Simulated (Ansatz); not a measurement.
Clean, relaxed (111) surface of InAs, space group F-43m (No. 216) (top face towards +c; atoms held fixed, by place in the list: 1, 2, 3):

```yaml
crystal:
  lattice:
    - [4.30449, 0.00000, 0.00000]
    - [-2.15224, 3.72780, 0.00000]
    - [0.00000, 0.00000, 24.90785]
  atoms:
    - { symbol: As, position: [0.00000, 0.00000, 0.34126] }
    - { symbol: In, position: [0.33333, 0.66667, 0.37653] }
    - { symbol: As, position: [0.33333, 0.66667, 0.48236] }
    - { symbol: In, position: [0.66667, 0.33333, 0.51520] }
    - { symbol: As, position: [0.66667, 0.33333, 0.62603] }
    - { symbol: In, position: [0.00000, 0.00000, 0.65633] }
```

Level of theory: DFT PBEsol, scalar-relativistic, plane waves, PAW in Ansatz. Plane waves to 420 eV, a k mesh through Γ of 9×9×1 on the computed 6-atom cell and Gaussian smearing (0.10 eV); no spin polarisation. A dipole correction removes the field between periodic images along c.

H$_{2}$ is adsorbed on the top face, one adsorbate per 16.0 Å², and relaxed from 2 starting sites (fractions of a and b). The adsorption energy is E(slab + adsorbate) − E(slab) − E(free adsorbate, spin-polarised where open-shell). Heights count from the highest slab atom after relaxation. With the adsorbate the cell is lengthened along c to keep the vacuum.

```csv
start,ends at,E_ads (eV),height (Å)
"top (In) at (0.00, 0.00)",not bound,-0.02,3.01
"hollow (As-As-As) at (0.33, 0.67)",not bound,-0.03,2.86
```

It doesn't bind at this level of theory (ends above -0.1 eV count as unbound; no dispersion correction).

Each end is the local minimum or symmetric point that its start leads to. This ideal cut is polar: the work functions of its two faces differ by 2.3 eV. Real polar faces reconstruct or get covered, and then bind electron donors or acceptors far more weakly. The slab is only 7.9 Å thick, so the energies aren't converged with thickness.